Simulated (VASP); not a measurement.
The input files of a VASP run:

### POSCAR
```
SrF2
1
    0.0000000000     2.9000000000     2.9000000000
    2.9000000000     0.0000000000     2.9000000000
    2.9000000000     2.9000000000     0.0000000000
Sr F
1 2
Direct
  0.0000000000   0.0000000000   0.0000000000
  0.2500000000   0.2500000000   0.2500000000
  0.7500000000   0.7500000000   0.7500000000
```

### INCAR
```
SYSTEM = SrF2
PREC = Accurate
ENCUT = 520
EDIFF = 1E-6
NELM = 60
ALGO = Normal
LREAL = .FALSE.
LASPH = .TRUE.
ISMEAR = 0
SIGMA = 0.05
GGA = PE
LMAXMIX = 4
LWAVE = .FALSE.
LCHARG = .FALSE.
ISIF = 2
```

File KPOINTS:
```
Automatic mesh
0
Gamma
5 5 5
0 0 0
```

POTCAR, in this order: F Sr_sv (PBE.64 set). Program: vasp_std.

The run wrote:

**standard output**
```
 POSCAR found type information on POSCAR SrF
 POSCAR found :  2 types and       3 ions
 Reading from existing POTCAR
 Reading from existing POTCAR
 WARNING: type information on POSCAR and POTCAR are incompatible
 POTCAR overwrites the type information in POSCAR
 typ   1 type information:  Sr F
 WARNING: type information on POSCAR and POTCAR are incompatible
 POTCAR overwrites the type information in POSCAR
 typ   2 type information:  F  Sr
 LDA part: xc-table for (Slater+PW92), standard interpolation
 POSCAR, INCAR and KPOINTS ok, starting setup
 WAVECAR not read
 entering main loop
       N       E                     dE             d eps       ncg     rms          rms(c)
DAV:   1     0.162024811010E+03    0.16202E+03   -0.14204E+04   340   0.150E+03
DAV:   2    -0.350661722255E-01   -0.16206E+03   -0.15831E+03   472   0.330E+02
DAV:   3    -0.593611100172E+01   -0.59010E+01   -0.58201E+01   506   0.564E+01
DAV:   4    -0.605016446652E+01   -0.11405E+00   -0.11391E+00   506   0.598E+00
DAV:   5    -0.605272343740E+01   -0.25590E-02   -0.25585E-02   459   0.552E-01    0.322E+01
DAV:   6    -0.562023480042E+01    0.43249E+00   -0.20366E+00   352   0.940E+00    0.212E+01
DAV:   7    -0.555943569423E+01    0.60799E-01   -0.37091E-01   530   0.449E+00    0.287E+00
DAV:   8    -0.555653956215E+01    0.28961E-02   -0.34578E-02   436   0.128E+00    0.384E-01
DAV:   9    -0.555713669645E+01   -0.59713E-03   -0.30437E-03   471   0.436E-01    0.153E-01
DAV:  10    -0.555711667653E+01    0.20020E-04   -0.13450E-04   418   0.970E-02    0.683E-02
DAV:  11    -0.555711672942E+01   -0.52885E-07   -0.32196E-05   462   0.571E-02    0.131E-02
DAV:  12    -0.555711659614E+01    0.13328E-06   -0.59685E-07   334   0.637E-03
   1 F= -.55571166E+01 E0= -.55524013E+01  d E =-.943062E-02
```

### OUTCAR
```
------------------------ aborting loop because EDIFF is reached ----------------------------------------
  FORCE on cell =-STRESS in cart. coord.  units (eV):
  Direction    XX          YY          ZZ          XY          YZ          ZX
  --------------------------------------------------------------------------------------
  Total       10.6314581     10.6314581     10.6314581     -0.0000000     -0.0000000      0.0000000
  in kB      349.2041723    349.2041723    349.2041723     -0.0000000     -0.0000000      0.0000000
  external PRESSURE =     349.2041723 kB  Pullay stress =       0.0000000 kB
  volume of cell :       48.78
      direct lattice vectors                 reciprocal lattice vectors
     0.000000000  2.900000000  2.900000000    -0.172413793  0.172413793  0.172413793
     2.900000000  0.000000000  2.900000000     0.172413793 -0.172413793  0.172413793
     2.900000000  2.900000000  0.000000000     0.172413793  0.172413793 -0.172413793
 POSITION                                       TOTAL-FORCE (eV/Angst)
 -----------------------------------------------------------------------------------
      0.00000      0.00000      0.00000        -0.000000     -0.000000     -0.000000
      1.45000      1.45000      1.45000         0.000000      0.000000      0.000000
      4.35000      4.35000      4.35000        -0.000000     -0.000000     -0.000000
 -----------------------------------------------------------------------------------
    total drift:                                0.000000     -0.000000      0.000000
  FREE ENERGIE OF THE ION-ELECTRON SYSTEM (eV)
  ---------------------------------------------------
  free  energy   TOTEN  =        -5.5571165961 eV

  energy  without entropy=       -5.5476859796  energy(sigma->0) =       -5.55240129
```
(Selected blocks of OUTCAR.)

Q: Read input and log: which fault does this run have?
A. the Γ-only program was given a k-mesh
B. POTCAR lists the elements in another order than POSCAR
C. one atom is typed twice, on or next to the same site
D. LEPSILON was set with a meta-GGA

A: B, POTCAR lists the elements in another order than POSCAR. The run ends without an error. Against the sound run, the pressure rises by 32.57 GPa; the band gap falls by 6.97 eV.

To mend it, use POTCAR Sr_sv F of the PBE.64 set.

The mended run (PBE GGA, plane waves, VASP's PBE PAW potentials (set 64)) converges, and its OSZICAR ends with
```
   1 F= -.17057925E+02 E0= -.17057925E+02  d E =-.743731E-21
```

The compound is SrF2 in the fluorite structure. The cell was not relaxed at this level. The electron count is odd and the run is not spin-polarised, which forces a metal.
